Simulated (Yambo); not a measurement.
# AlN (F-43m) in Yambo: further runs, part 2 of 3

Yambo 5.3.0. The steps go on from the part before.

### 3 Optical spectrum by the Bethe-Salpeter equation, PBE

The input, bse14.in:

```
optics
bse
bss
rim_cut
em1s
RandQpts= 1000000
RandGvec= 50 RL
Chimod= "HARTREE"
% BndsRnXs
 1 | 44 |
%
NGsBlkXs= 5 Ry
% LongDrXs
 1 | 1 | 1 |
%
BSKmod= "SEX"
BSEmod= "retarded"
BSSmod= "h"
% BSEQptR
 1 | 1 |
%
% BSEBands
 2 | 8 |
%
BSENGexx= 10 Ry
BSENGBlk= 5 Ry
% BEnRange
 0 | 20 | eV
%
% BDmRange
 0.05 | 0.05 | eV
%
BEnSteps= 150
% BLongDir
 1 | 1 | 1 |
%
BSEprop= "abs"
BSHayTrs= -0.02
% KfnQP_E
 1.4 | 1.0 | 1.0 |
%
```

The input, scf.in:

```
&CONTROL
  calculation = 'scf'
  prefix = 'pwscf'
  outdir = './tmp'
  pseudo_dir = './pseudo'
/
&SYSTEM
  ibrav = 0
  nat = 2
  ntyp = 2
  ecutwfc = 50
  ecutrho = 202
  nbnd = 9
  occupations = 'smearing'
  smearing = 'fd'
  degauss = 0.00367493
  force_symmorphic = .true.
/
&ELECTRONS
  conv_thr = 4d-10
  electron_maxstep = 120
  mixing_beta = 0.5
/
ATOMIC_SPECIES
Al    26.9815 Al.upf
N     14.0070 N.upf
CELL_PARAMETERS angstrom
   0.0000000000    2.1839935596    2.1839935596
   2.1839935596    0.0000000000    2.1839935596
   2.1839935596    2.1839935596    0.0000000000
ATOMIC_POSITIONS crystal
Al     0.0000000000    0.0000000000    0.0000000000
N      0.2500000000    0.2500000000    0.2500000000
K_POINTS automatic
6 6 6 0 0 0
```

The input, nscf.in:

```
&CONTROL
  calculation = 'nscf'
  prefix = 'pwscf'
  outdir = './tmp'
  pseudo_dir = './pseudo'
/
&SYSTEM
  ibrav = 0
  nat = 2
  ntyp = 2
  ecutwfc = 50
  ecutrho = 202
  nbnd = 154
  occupations = 'fixed'
  force_symmorphic = .true.
/
&ELECTRONS
  conv_thr = 1d-08
  diago_full_acc = .true.
  diago_thr_init = 1d-06
/
ATOMIC_SPECIES
Al    26.9815 Al.upf
N     14.0070 N.upf
CELL_PARAMETERS angstrom
   0.0000000000    2.1839935596    2.1839935596
   2.1839935596    0.0000000000    2.1839935596
   2.1839935596    2.1839935596    0.0000000000
ATOMIC_POSITIONS crystal
Al     0.0000000000    0.0000000000    0.0000000000
N      0.2500000000    0.2500000000    0.2500000000
K_POINTS automatic
6 6 6 0 0 0
```

Potentials or basis: PseudoDojo 0.4.1 SR PBE standard.

The run is started by

```bash
OMP_NUM_THREADS=1 pw.x -in scf.in > scf.out
OMP_NUM_THREADS=1 pw.x -in nscf.in > nscf.out
cd tmp/pwscf.save; p2y; mv SAVE ../..; cd ../..
OMP_NUM_THREADS=1 yambo
mkdir -p bse14; ln -s $PWD/bse13/ndb.em1s* bse14/
mkdir -p bse14; ln -s $PWD/g0w00/ndb.RIM bse14/
OMP_NUM_THREADS=1 yambo -F bse14.in -J bse14 -C bse14_out
```

Yambo's report:

```text
[... sections 02.01 to 02.04 as in the set-up run ...]

  [02.05] Energies & Occupations
  ==============================

  [X] === General ===
  [X] Electronic Temperature                        :  0.000000  0.000000 [eV K]
  [X] Bosonic    Temperature                        :  0.000000  0.000000 [eV K]
  [X] Finite Temperature mode                       : no
  [X] El. density                                   :  0.38398E+24 [cm-3]
  [X] Fermi Level                                   :  6.955173 [eV]

  [X] === Gaps and Widths ===
  [X] Conduction Band Min                           :  3.331860 [eV]
  [X] Valence Band Max                              :  0.000000 [eV]
  [X] Filled Bands                                  :   4
  [X] Empty Bands                                   :    5  154
  [X] Direct Gap                                    :  4.179666 [eV]
  [X] Direct Gap localized at k                     :  1
  [X] Indirect Gap                                  :  3.331860 [eV]
  [X] Indirect Gap between kpts                     :   1  13
  [X] Last valence band width                       :  2.496475 [eV]
  [X] 1st conduction band width                     :  4.677285 [eV]

 [03] Transferred momenta grid and indexing
 ==========================================

 IBZ Q-points                                      :  16
 BZ  Q-points                                      :  216

 K/Q-points units:
 rlu = crystal or reduced units; cc = cartesian coordinates; iku = interal k-units

[... 168 lines left out ...]
     Coulomb cutoff potential                         : none
     Parallel CPUs
     Parallel Roles
     Fragmentation                                    : no
     BS kernel          wavefunctions                 : Perdew, Burke & Ernzerhof(X)+Perdew, Burke & Ernzerhof(C)
     Static diel. fun.  energies                      : Perdew, Burke & Ernzerhof(X)+Perdew, Burke & Ernzerhof(C)
     wavefunctions                                    : Perdew, Burke & Ernzerhof(X)+Perdew, Burke & Ernzerhof(C)
     [K] Identifier                                   :  1558
     [K] Dimension                                    :  2592
     [K] Bands                                        :   2   8
     [K] Exchange                                     : yes [res]
     [K] Correlation                                  : yes [res]
     [K] Kernel`s coupling                            : no
     [K] Exchange                                     : no [cpl]
     [K] Correlation                                  : no [cpl]
     [K] W interaction is bare                        : no
     [K] ALDA kernel in R-space                       : no
     [K] RL vectors                                   :   89 [exchange]
     [K] RL vectors                                   :   51 [correlation]
     [K] E/h energy range                             : -1.000000 -1.000000 [eV]
     [K] Coupling range                               :  100.0000  100.0000 [o/o]
     [W] Interaction is diagonal                      : no
     [W] Matrix size                                  :   51
     [W] Bands                                        :    1   44
     [W] e/h energy range                             : -1.000000 -1.000000 [eV]
     [W] Poles                                        :  100.0000 [o/o]
     [W] RL vectors in the sum                        :  1243
     [W] [r,Vnl] included                             : yes
     [W] Field direction                              :  0.577350E-5  0.577350E-5  0.577350E-5
     [W] Coulomb Cutoff                               : none
     [W] Hxc Kernel                                   : HARTREE
     [RIM] RL components                              :   51 [col]
     [RIM] Random points                              :  1000000 [col]
     [SOC] Perturbative SOC                           : no
     [K] Kernel long-range exchange                   : BAR

    [08.01.05.03] Wave-Function Phases
    ==================================

    [BSE] WF phases found       :  66.66667 [o/o]

   [08.01.06] BSE solver(s) @q1
   ============================

   [08.01.07] Haydock Solver in the optics basis @q1 using the hermitian scheme
   ============================================================================

   Accuracy (requested)      : -0.020000 [o/o]
   Accuracy (reached)        :  0.018790 [o/o]
   Iterations                :  195
```

o-bse14.eps_q1_haydock_bse:

```text
# Absorption @ Q(1):  0.577350269     0.577350269     0.577350269    [q->0 direction]
#
[... 60 lines left out ...]
        0.268456           0.001713           4.735441           0.932057E-3        4.066599           0.001713           4.735441
        0.402685           0.002580           4.741201           0.001402           4.069730           0.002580           4.741201
        0.536913           0.003459           4.749303           0.001876           4.074128           0.003459           4.749303
        0.671141           0.004354           4.759784           0.002356           4.079806           0.004354           4.759784
[... 142 lines left out ...]
        19.86577           0.013507          -0.157726           0.027780          -0.676211           0.013507          -0.157726
        20.00000           0.014921          -0.123611           0.039272          -0.596879           0.014921          -0.123611
#
```

Results:

```yaml
Band_gap_on_the_k_mesh_mean-field_level: 3.33 eV, indirect (least direct gap 4.18 eV)
```

Dielectric function (along the field direction of the input):
| energy (eV) | real part | imaginary part |
| --- | --- | --- |
| 0.27 | 4.74 | 0.00 |
| 0.67 | 4.76 | 0.00 |
| 1.21 | 4.83 | 0.01 |
| 1.74 | 4.94 | 0.01 |
| 2.28 | 5.10 | 0.02 |
| 2.68 | 5.28 | 0.02 |
| 3.22 | 5.59 | 0.04 |
| 3.76 | 6.07 | 0.06 |
| 4.30 | 6.86 | 0.10 |
| 4.70 | 8.12 | 0.26 |
| 5.23 | 5.66 | 1.06 |
| 5.77 | 12.62 | 1.33 |
| 6.31 | 14.98 | 3.53 |
| 6.85 | 17.26 | 11.65 |
| 7.25 | -0.08 | 2.84 |
| 7.79 | 12.40 | 4.39 |
| 8.32 | -3.51 | 4.09 |
| 8.86 | 1.13 | 6.45 |
| 9.26 | -0.98 | 0.83 |
| 9.80 | 2.26 | 1.00 |
| 10.34 | -4.43 | 2.88 |
| 10.87 | 2.60 | 6.02 |
| 11.28 | 3.99 | 10.19 |
| 11.81 | -1.06 | 4.11 |
| 12.35 | 1.10 | 2.04 |
| 12.89 | 1.98 | 5.57 |
| 13.42 | -0.56 | 4.07 |
| 13.83 | -2.82 | 2.93 |
| 14.36 | -1.44 | 1.02 |
| 14.90 | -2.37 | 1.05 |
| 15.44 | -2.21 | 1.50 |
| 15.84 | -1.38 | 0.42 |
| 16.38 | -1.29 | 0.32 |
| 16.91 | -0.80 | 0.29 |
| 17.45 | -0.72 | 0.07 |
| 17.85 | -0.72 | 0.35 |
| 18.39 | -0.52 | 0.08 |
| 18.93 | -0.41 | 0.03 |
| 19.46 | -0.22 | 0.02 |
| 20.00 | -0.12 | 0.01 |

Caveat: the scissor is the correction of the direct gap in an earlier G0W0 run on the same states; exciton energies and binding change strongly with the k mesh and aren't converged on this one; spectra need much finer meshes, so this one isn't converged.

### 4 Energy-loss spectrum, PBE

The input, eels15.in:

```
optics
chi
Chimod= "HARTREE"
% BndsRnXd
 1 | 44 |
%
NGsBlkXd= 2 Ry
% LongDrXd
 1 | 1 | 1 |
%
% QpntsRXd
 3 | 3 |
%
% EnRngeXd
 0 | 40 | eV
%
% DmRngeXd
 0.2 | 0.2 | eV
%
ETStpsXd= 200
```

scf.in is that of step 3.

nscf.in is that of step 3.

Potentials or basis: PseudoDojo 0.4.1 SR PBE standard.

The run is started by

```bash
OMP_NUM_THREADS=1 pw.x -in scf.in > scf.out
OMP_NUM_THREADS=1 pw.x -in nscf.in > nscf.out
cd tmp/pwscf.save; p2y; mv SAVE ../..; cd ../..
OMP_NUM_THREADS=1 yambo
OMP_NUM_THREADS=1 yambo -F eels15.in -J eels15 -C eels15_out
```

Yambo's report:

```text
[... sections 02.01 to 02.04 as in the set-up run ...]

  [02.05] Energies & Occupations
  ==============================

  [X] === General ===
  [X] Electronic Temperature                        :  0.000000  0.000000 [eV K]
  [X] Bosonic    Temperature                        :  0.000000  0.000000 [eV K]
  [X] Finite Temperature mode                       : no
  [X] El. density                                   :  0.38398E+24 [cm-3]
  [X] Fermi Level                                   :  6.955173 [eV]

  [X] === Gaps and Widths ===
  [X] Conduction Band Min                           :  3.331860 [eV]
  [X] Valence Band Max                              :  0.000000 [eV]
  [X] Filled Bands                                  :   4
  [X] Empty Bands                                   :    5  154
  [X] Direct Gap                                    :  4.179666 [eV]
  [X] Direct Gap localized at k                     :  1
  [X] Indirect Gap                                  :  3.331860 [eV]
  [X] Indirect Gap between kpts                     :   1  13
  [X] Last valence band width                       :  2.496475 [eV]
  [X] 1st conduction band width                     :  4.677285 [eV]

 [03] Transferred momenta grid and indexing
 ==========================================

 IBZ Q-points                                      :  16
 BZ  Q-points                                      :  216

 K/Q-points units:
 rlu = crystal or reduced units; cc = cartesian coordinates; iku = interal k-units

 Q [ 1]         [rlu]:  0.000000  0.000000  0.000000
 Q [ 2]         [rlu]:  0.37242E-17  0.37242E-17  0.16667
 Q [ 3]         [rlu]:  0.74483E-17  0.74483E-17  0.33333
 Q [ 4]         [rlu]:  0.10596E-16  0.10596E-16 -0.50000
 Q [ 5]         [rlu]:  0.11424E-17  0.16667      0.16667
 Q [ 6]         [rlu]:  0.37242E-17  0.16667      0.33333
 Q [ 7]         [rlu]:  0.16156E-16  0.16667      0.50000
 Q [ 8]         [rlu]:  0.10596E-16  0.16667     -0.33333
 Q [ 9]         [rlu]: -0.74483E-17  0.16667     -0.16667
 Q [10]         [rlu]:  0.22848E-17  0.33333      0.33333
 Q [11]         [rlu]:  0.80778E-17  0.33333      0.50000
 Q [12]         [rlu]:  0.25179E-17  0.33333     -0.33333
 Q [13]         [rlu]: -0.39890E-16 -0.50000     -0.50000
 Q [14]         [rlu]:  0.166667  0.333333  0.500000
 Q [15]         [rlu]:  0.166667  0.333333 -0.333333
 Q [16]         [rlu]:  0.166667 -0.500000 -0.333333

 [WARNING] [Xd] User bands 1-44 break level degeneracy

 [04] Optics
 ===========

 [WF-X loader] Normalization (few states)  min/max  :  0.14734E-16   1.0000

 [X-CG] R(p) Tot o/o(of R):    6810   34560     100
```

Run time: 25 s. Hardware: 1 thread of Arm Neoverse V2, shared host; peak memory 0.26 GiB.

Results:

- Band gap on the k mesh, mean-field level: 3.33 eV, indirect (least direct gap 4.18 eV)
- Peak of the energy-loss function: 20.7 eV

Energy-loss function at q = [0.0, 0.0, 0.33333] (reciprocal lattice):
| energy (eV) | loss |
| --- | --- |
| 0.0 | 0.004 |
| 1.8 | 0.004 |
| 3.4 | 0.005 |
| 5.2 | 0.011 |
| 7.0 | 0.033 |
| 8.6 | 0.092 |
| 10.5 | 0.161 |
| 12.3 | 0.294 |
| 13.9 | 0.180 |
| 15.7 | 0.427 |
| 17.5 | 0.619 |
| 19.1 | 0.832 |
| 20.9 | 1.917 |
| 22.5 | 1.922 |
| 24.3 | 0.919 |
| 26.1 | 1.276 |
| 27.7 | 0.850 |
| 29.5 | 0.733 |
| 31.4 | 0.617 |
| 33.0 | 0.564 |
| 34.8 | 0.591 |
| 36.6 | 0.375 |
| 38.2 | 0.386 |
| 40.0 | 0.429 |

Caveat: loss spectra need finer meshes, so the fine structure isn't converged. As with any semilocal functional, this PBE gap is likely too small.

### 5 Hartree-Fock levels, PBE

The input, hf1.in:

```
rim_cut
HF_and_locXC
RandQpts= 1000000
RandGvec= 50 RL
EXXRLvcs= 84 Ry
VXCRLvcs= 84 Ry
% QPkrange
 1 | 10 | 2 | 6 |
%
```

The input, scf.in:

```
&CONTROL
  calculation = 'scf'
  prefix = 'pwscf'
  outdir = './tmp'
  pseudo_dir = './pseudo'
/
&SYSTEM
  ibrav = 0
  nat = 2
  ntyp = 2
  ecutwfc = 84
  nbnd = 9
  occupations = 'smearing'
  smearing = 'fd'
  degauss = 0.00367493
  force_symmorphic = .true.
/
&ELECTRONS
  conv_thr = 4d-10
  electron_maxstep = 120
  mixing_beta = 0.5
/
ATOMIC_SPECIES
Al    26.9815 Al.upf
N     14.0070 N.upf
CELL_PARAMETERS bohr
   0.0000000000    4.1271496856    4.1271496856
   4.1271496856    0.0000000000    4.1271496856
   4.1271496856    4.1271496856    0.0000000000
ATOMIC_POSITIONS bohr
Al     0.0000000000    0.0000000000    0.0000000000
N      2.0635748428    2.0635748428    2.0635748428
K_POINTS automatic
5 5 5 0 0 0
```

The input, nscf.in:

```
&CONTROL
  calculation = 'nscf'
  prefix = 'pwscf'
  outdir = './tmp'
  pseudo_dir = './pseudo'
/
&SYSTEM
  ibrav = 0
  nat = 2
  ntyp = 2
  ecutwfc = 84
  nbnd = 104
  occupations = 'fixed'
  force_symmorphic = .true.
/
&ELECTRONS
  conv_thr = 1d-08
  diago_full_acc = .true.
  diago_thr_init = 1d-06
/
ATOMIC_SPECIES
Al    26.9815 Al.upf
N     14.0070 N.upf
CELL_PARAMETERS bohr
   0.0000000000    4.1271496856    4.1271496856
   4.1271496856    0.0000000000    4.1271496856
   4.1271496856    4.1271496856    0.0000000000
ATOMIC_POSITIONS bohr
Al     0.0000000000    0.0000000000    0.0000000000
N      2.0635748428    2.0635748428    2.0635748428
K_POINTS automatic
5 5 5 0 0 0
```

Potentials or basis: PseudoDojo 0.4.1 SR PBE standard.

The run is started by

```bash
OMP_NUM_THREADS=1 pw.x -in scf.in > scf.out
OMP_NUM_THREADS=1 pw.x -in nscf.in > nscf.out
cd tmp/pwscf.save; p2y; mv SAVE ../..; cd ../..
OMP_NUM_THREADS=1 yambo
mkdir -p hf1; ln -s $PWD/g0w00/ndb.RIM hf1/
OMP_NUM_THREADS=1 yambo -F hf1.in -J hf1 -C hf1_out
```

Yambo's report:

```text
[... sections 02.01 to 02.04 as in the set-up run ...]

  [02.05] Energies & Occupations
  ==============================

  [X] === General ===
  [X] Electronic Temperature                        :  0.000000  0.000000 [eV K]
  [X] Bosonic    Temperature                        :  0.000000  0.000000 [eV K]
  [X] Finite Temperature mode                       : no
  [X] El. density                                   :  0.38398E+24 [cm-3]
  [X] Fermi Level                                   :  6.964913 [eV]

  [X] === Gaps and Widths ===
  [X] Conduction Band Min                           :  3.899047 [eV]
  [X] Valence Band Max                              :  0.000000 [eV]
  [X] Filled Bands                                  :   4
  [X] Empty Bands                                   :    5  104
  [X] Direct Gap                                    :  4.189016 [eV]
  [X] Direct Gap localized at k                     :  1
  [X] Indirect Gap                                  :  3.899047 [eV]
[... 75 lines left out ...]
 <5|nlXC|5> = -8.076492  0.16515E-17 <5|lXC|5> = -12.52323 -0.37763E-15
 <6|nlXC|6> = -4.121843 -0.17256E-17 <6|lXC|6> = -9.887017 -0.59005E-16
[... 57 lines left out ...]
  Corrections @ K [10] :  [eV]
 <2|nlXC|2> = -18.93645 -0.99880E-17 <2|lXC|2> = -13.54887  0.18882E-15
 <3|nlXC|3> = -19.40220 -0.26050E-17 <3|lXC|3> = -14.42168 -0.94408E-16
 <4|nlXC|4> = -19.38418 -0.14038E-16 <4|lXC|4> = -14.86419  0.18882E-15
 <5|nlXC|5> = -6.549559  0.16582E-17 <5|lXC|5> = -11.39637  0.000000
 <6|nlXC|6> = -5.582517 -0.10600E-17 <6|lXC|6> = -11.34977  0.000000

  [05.01] Hartree-Fock occupations report
  =======================================

  [Hartree-Fock] === General ===
  [Hartree-Fock] Electronic Temperature             :  0.000000  0.000000 [eV K]
  [Hartree-Fock] Bosonic    Temperature             :  0.000000  0.000000 [eV K]
  [Hartree-Fock] Finite Temperature mode            : no
  [Hartree-Fock] El. density                        :  0.38398E+24 [cm-3]
  [Hartree-Fock] Fermi Level                        :  6.964913 [eV]

  [Hartree-Fock] === Gaps and Widths ===
  [Hartree-Fock] Conduction Band Min                :  8.170513 [eV]
  [Hartree-Fock] Valence Band Max                   : -4.007946 [eV]
  [Hartree-Fock] Filled Bands                       :   4
  [Hartree-Fock] Empty Bands                        :    5  104
  [Hartree-Fock] Direct Gap                         :  12.64370 [eV]
  [Hartree-Fock] Direct Gap localized at k          :  1
  [Hartree-Fock] Indirect Gap                       :  12.17846 [eV]
  [Hartree-Fock] Indirect Gap between kpts          :   1   8
  [Hartree-Fock] Last valence band width            :  2.395737 [eV]
  [Hartree-Fock] 1st conduction band width          :  4.865480 [eV]
```

It took 29 s on 1 thread of AMD EPYC 7R43 (Zen 3), shared host; peak memory 0.23 GiB.

What came out:

```
Band gap on the k mesh, mean-field level          : 3.90 eV, indirect (least direct gap 4.19 eV)
Quasiparticle gap                                 : 12.18 eV
Least direct quasiparticle gap                    : 12.64 eV
Quasiparticle gap at Γ                            : 12.64 eV
Band gap of the same states before the correction : 3.90 eV
```

Quasiparticle terms (eV):
```
              k point  band  Kohn-Sham level     Vxc      Σx  Σc  Z  result
(0.000, 0.000, 0.000)     2             0.00  -16.95  -20.96   -  -   -4.01
(0.000, 0.000, 0.000)     3             0.00  -16.95  -20.96   -  -   -4.01
(0.000, 0.000, 0.000)     4             0.00  -16.95  -20.96   -  -   -4.01
(0.000, 0.000, 0.000)     5             4.19  -12.52   -8.08   -  -    8.64
(0.000, 0.000, 0.000)     6            12.58   -9.89   -4.12   -  -   18.35
(0.000, 0.000, 0.200)     2            -2.42  -14.91  -19.56   -  -   -7.07
(0.000, 0.000, 0.200)     3            -0.18  -16.80  -20.88   -  -   -4.27
(0.000, 0.000, 0.200)     4            -0.18  -16.80  -20.88   -  -   -4.27
(0.000, 0.000, 0.200)     5             5.97  -13.24   -8.37   -  -   10.84
(0.000, 0.000, 0.200)     6            11.38  -10.98   -5.07   -  -   17.29
(0.000, 0.000, 0.400)     2            -5.35  -13.03  -18.78   -  -  -11.11
(0.000, 0.000, 0.400)     3            -0.44  -16.62  -20.82   -  -   -4.65
(0.000, 0.000, 0.400)     4            -0.44  -16.62  -20.82   -  -   -4.65
(0.000, 0.000, 0.400)     5             7.26  -11.48   -6.33   -  -   12.40
(0.000, 0.000, 0.400)     6            10.05  -12.91   -6.56   -  -   16.41
(0.000, 0.200, 0.200)     2            -2.20  -15.22  -19.75   -  -   -6.73
(0.000, 0.200, 0.200)     3            -0.70  -16.25  -20.52   -  -   -4.97
(0.000, 0.200, 0.200)     4            -0.70  -16.25  -20.52   -  -   -4.97
(0.000, 0.200, 0.200)     5             6.11  -13.04   -8.17   -  -   10.97
(0.000, 0.200, 0.200)     6            10.81  -10.01   -4.45   -  -   16.37
```

Caveat: the k mesh is coarse (spacing up to 0.50 Å⁻¹), so the values aren't converged; mesh, valence shells or block size may be too small for converged GW; the basis isn't converged for GW; a mesh with odd counts misses the zone's faces, so its gaps can be larger than the crystal's; an odd mesh through Γ misses points on the zone boundary, where band edges often lie.

[end of part 2 of 3]
